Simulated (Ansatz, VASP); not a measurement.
**Two plane-wave programs on PtS2**

```
Pt S
1.0
     3.36604    0.00000    0.00000
    -1.68302    2.91508    0.00000
     0.00000    0.00000    5.03880
Pt S
1 2
Cartesian
  0.0000 0.0000 0.0000
  0.0000 1.9434 1.2597
  1.6830 0.9717 3.7791
```

Change from the starting cell: strain -0.050 along x and y, +0.000 along z, atoms carried along.

Alike in both runs: task single point; functional PBEsol; k mesh 12 × 12 × 8; occupations gaussian, width 0.05 eV; no spin polarisation.

```csv
,VASP,Ansatz
version,VASP 6.6.1,Ansatz 0.2.0
potentials or method,"VASP PAW PBE potentials, release 64 (Pt, S)","scalar-relativistic, plane waves, PAW"
plane-wave cutoff (eV),520,420
valence electrons in the cell,22,30
```

|  | VASP | Ansatz | Ansatz less VASP |
| --- | --- | --- | --- |
| gap on the k mesh at the Fermi level (eV) | 0.64 | 0.63 | -0.013 |
| least direct gap on the mesh (eV) | 0.93 | 0.91 | -0.018 |
| pressure (GPa) | 17.2 | 17.5 | +0.33 |
| largest component of the traceless stress (GPa) | 8.56 | 8.68 | +0.128 |
| rms of the force components (eV/Å) | 0.364 | 0.380 | +0.0155 |

Atom by atom the forces differ by 0.015 eV/Å (rms over components). The two sets of potentials don't hold the same shells in valence.

Caveats: so large a pressure means that the cell lies far from this level's equilibrium, or that cutoff or potentials fall short (VASP); the potentials were made for another functional, which shifts forces and pressure (VASP); spin-orbit coupling is left out, which moves the levels of the heavy elements; the cell's inner coordinates are idealised or old, which leaves forces on the atoms. A k mesh can miss the band edges.
